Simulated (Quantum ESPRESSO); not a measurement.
Here is a Quantum ESPRESSO 7.5 calculation.

The input pw.in:

```
&CONTROL
  calculation = 'scf'
  prefix = 'pwscf'
  outdir = './tmp'
  pseudo_dir = './pseudo'
  tprnfor = .true.
  tstress = .true.
  disk_io = 'low'
/
&SYSTEM
  ibrav = 0
  nat = 3
  ntyp = 2
  ecutwfc = 88
  nbnd = 27
  input_dft = 'pz'
  occupations = 'smearing'
  smearing = 'fd'
  degauss = 0.00367493
/
&ELECTRONS
  conv_thr = 6d-10
  electron_maxstep = 120
  mixing_beta = 0.5
/
ATOMIC_SPECIES
Hf   178.4900 Hf_ONCV_PBE-1.2.upf
O     15.9990 O_ONCV_PBE-1.2.upf
CELL_PARAMETERS angstrom
   0.0000000000    2.5575000000    2.5575000000
   2.5575000000    0.0000000000    2.5575000000
   2.5575000000    2.5575000000    0.0000000000
ATOMIC_POSITIONS angstrom
Hf     0.0000000000    0.0000000000    0.0000000000
O      3.8362500000    3.8362500000    3.8362500000
O      1.2787500000    1.2787500000    1.2787500000
K_POINTS automatic
9 9 9 0 0 0
```

Contents of bands.in:

```
&CONTROL
  calculation = 'bands'
  prefix = 'pwscf'
  outdir = './tmp'
  pseudo_dir = './pseudo'
  disk_io = 'low'
  verbosity = 'high'
/
&SYSTEM
  ibrav = 0
  nat = 3
  ntyp = 2
  ecutwfc = 88
  nbnd = 27
  input_dft = 'pz'
  occupations = 'smearing'
  smearing = 'fd'
  degauss = 0.00367493
/
&ELECTRONS
  conv_thr = 1d-08
  electron_maxstep = 120
  mixing_beta = 0.5
  diago_full_acc = .true.
  startingwfc = 'random'
/
ATOMIC_SPECIES
Hf   178.4900 Hf_ONCV_PBE-1.2.upf
O     15.9990 O_ONCV_PBE-1.2.upf
CELL_PARAMETERS angstrom
   0.0000000000    2.5575000000    2.5575000000
   2.5575000000    0.0000000000    2.5575000000
   2.5575000000    2.5575000000    0.0000000000
ATOMIC_POSITIONS angstrom
Hf     0.0000000000    0.0000000000    0.0000000000
O      3.8362500000    3.8362500000    3.8362500000
O      1.2787500000    1.2787500000    1.2787500000
K_POINTS crystal
60
 0.0000000000  0.0000000000  0.0000000000 1
 0.0625000000  0.0000000000  0.0625000000 1
 0.1250000000  0.0000000000  0.1250000000 1
 0.1875000000  0.0000000000  0.1875000000 1
 0.2500000000  0.0000000000  0.2500000000 1
 0.3125000000  0.0000000000  0.3125000000 1
 0.3750000000  0.0000000000  0.3750000000 1
 0.4375000000  0.0000000000  0.4375000000 1
 0.5000000000  0.0000000000  0.5000000000 1
 0.5000000000  0.0625000000  0.5625000000 1
 0.5000000000  0.1250000000  0.6250000000 1
 0.5000000000  0.1875000000  0.6875000000 1
 0.5000000000  0.2500000000  0.7500000000 1
 0.4375000000  0.3125000000  0.7500000000 1
 0.3750000000  0.3750000000  0.7500000000 1
 0.3375000000  0.3375000000  0.6750000000 1
 0.3000000000  0.3000000000  0.6000000000 1
 0.2625000000  0.2625000000  0.5250000000 1
 0.2250000000  0.2250000000  0.4500000000 1
 0.1875000000  0.1875000000  0.3750000000 1
 0.1500000000  0.1500000000  0.3000000000 1
 0.1125000000  0.1125000000  0.2250000000 1
 0.0750000000  0.0750000000  0.1500000000 1
 0.0375000000  0.0375000000  0.0750000000 1
 0.0000000000  0.0000000000  0.0000000000 1
 0.0625000000  0.0625000000  0.0625000000 1
 0.1250000000  0.1250000000  0.1250000000 1
 0.1875000000  0.1875000000  0.1875000000 1
 0.2500000000  0.2500000000  0.2500000000 1
 0.3125000000  0.3125000000  0.3125000000 1
 0.3750000000  0.3750000000  0.3750000000 1
 0.4375000000  0.4375000000  0.4375000000 1
 0.5000000000  0.5000000000  0.5000000000 1
 0.5250000000  0.4500000000  0.5250000000 1
 0.5500000000  0.4000000000  0.5500000000 1
 0.5750000000  0.3500000000  0.5750000000 1
 0.6000000000  0.3000000000  0.6000000000 1
 0.6250000000  0.2500000000  0.6250000000 1
 0.5833333333  0.2500000000  0.6666666667 1
 0.5416666667  0.2500000000  0.7083333333 1
 0.5000000000  0.2500000000  0.7500000000 1
 0.5000000000  0.2857142857  0.7142857143 1
 0.5000000000  0.3214285714  0.6785714286 1
 0.5000000000  0.3571428571  0.6428571429 1
 0.5000000000  0.3928571429  0.6071428571 1
 0.5000000000  0.4285714286  0.5714285714 1
 0.5000000000  0.4642857143  0.5357142857 1
 0.5000000000  0.5000000000  0.5000000000 1
 0.4821428571  0.4821428571  0.5357142857 1
 0.4642857143  0.4642857143  0.5714285714 1
 0.4464285714  0.4464285714  0.6071428571 1
 0.4285714286  0.4285714286  0.6428571429 1
 0.4107142857  0.4107142857  0.6785714286 1
 0.3928571429  0.3928571429  0.7142857143 1
 0.3750000000  0.3750000000  0.7500000000 1
 0.6250000000  0.2500000000  0.6250000000 1
 0.5937500000  0.1875000000  0.5937500000 1
 0.5625000000  0.1250000000  0.5625000000 1
 0.5312500000  0.0625000000  0.5312500000 1
 0.5000000000  0.0000000000  0.5000000000 1
```

Potentials or basis: SG15 PBE 1.2.

The run is started by

```sh
$ OMP_NUM_THREADS=1 pw.x -in pw.in > pw.out
$ OMP_NUM_THREADS=1 pw.x -in bands.in > bands.out
```

Q: Estimate the pressure.

A: -18.8 GPa.

Q: What does it give for the band gap on the k mesh?

A: 3.52 eV, indirect (least direct gap 3.65 eV).

Q: Predict the band gap along the path.

A: 3.41 eV, direct.

Levels at the corners of the path, in eV from the valence-band top:
```csv
point,band 17,band 18,band 19,band 20,band 21,band 22
Γ,-0.62,-0.62,-0.62,3.54,3.54,5.18
X,-1.59,-1.59,0.00,3.41,5.14,6.30
W,-2.60,-1.46,-0.21,4.50,4.78,6.76
K,-2.29,-1.38,-0.34,3.98,5.08,6.58
Γ,-0.62,-0.62,-0.62,3.54,3.54,5.18
L,-2.74,-1.85,-1.85,4.27,4.27,6.67
U,-2.29,-1.38,-0.34,3.98,5.08,6.58
W,-2.60,-1.46,-0.21,4.50,4.78,6.76
L,-2.74,-1.85,-1.85,4.27,4.27,6.67
K,-2.29,-1.38,-0.34,3.98,5.08,6.58
U,-2.29,-1.38,-0.34,3.98,5.08,6.58
X,-1.59,-1.59,0.00,3.41,5.14,6.30
```

Caveat: the potentials were made for another functional, which shifts forces and pressure; spin-orbit coupling is left out, which moves the levels of the heavy elements; the mesh misses the band edges, which the band path finds closer together.
